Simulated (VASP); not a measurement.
The system is MgSi.

```
Si Mg
1.0
     1.50251   -5.42602    0.00000
     1.50251    5.42602    0.00000
     0.00000    0.00000    4.34018
Si Mg
2 2
Direct
  0.57064 0.42936 0.75000
  0.42936 0.57064 0.25000
  0.16838 0.83162 0.25000
  0.83162 0.16838 0.75000
```

The cell comes from a database or a generator and needn't be the stable form of this composition.

| Item | Value |
| --- | --- |
| Program | VASP 6.6.1 |
| Task | single point |
| Functional | PBEsol |
| Potentials or basis | VASP PAW PBE potentials, release 64 (Si, Mg) |
| Cutoff | 520 eV |
| k mesh | 9 × 9 × 6 |
| Occupations | fermi-dirac, width 0.05 eV |
| Spin | no spin polarisation |

On this cell: pressure -1.4 GPa; largest force 0.164 eV/Å; band gap on the k mesh none (metal or under the smearing width).

The same run follows on a disturbed copy (atoms moved at random, drawn with an rms of 0.05 Å):

```
Si Mg
1.0
     1.50251   -5.42602    0.00000
     1.50251    5.42602    0.00000
     0.00000    0.00000    4.34018
Si Mg
2 2
Direct
  0.55785 0.41962 0.74593
  0.44416 0.58904 0.24505
  0.17247 0.83235 0.25736
  0.81333 0.15666 0.75889
```

Question: What does the disturbed cell give?

Answer: The energy (extrapolated to zero smearing) moves by +7.8 meV/atom; pressure -1.4 GPa; largest force 0.362 eV/Å; band gap on the k mesh none (metal or under the smearing width).

Forces in eV/Å, atoms in the order of the input:
```
Si   0.115  0.194  0.118
Si  -0.198 -0.256  0.162
Mg  -0.087  0.299 -0.113
Mg   0.169 -0.238 -0.167
```

Stress tensor (GPa, compression positive):
```
-2.01  0.16 -0.08
 0.16 -1.22 -0.05
-0.08 -0.05 -0.92
```

Caveats: the PAW data sets were made with another functional, which shifts forces and pressure a little.
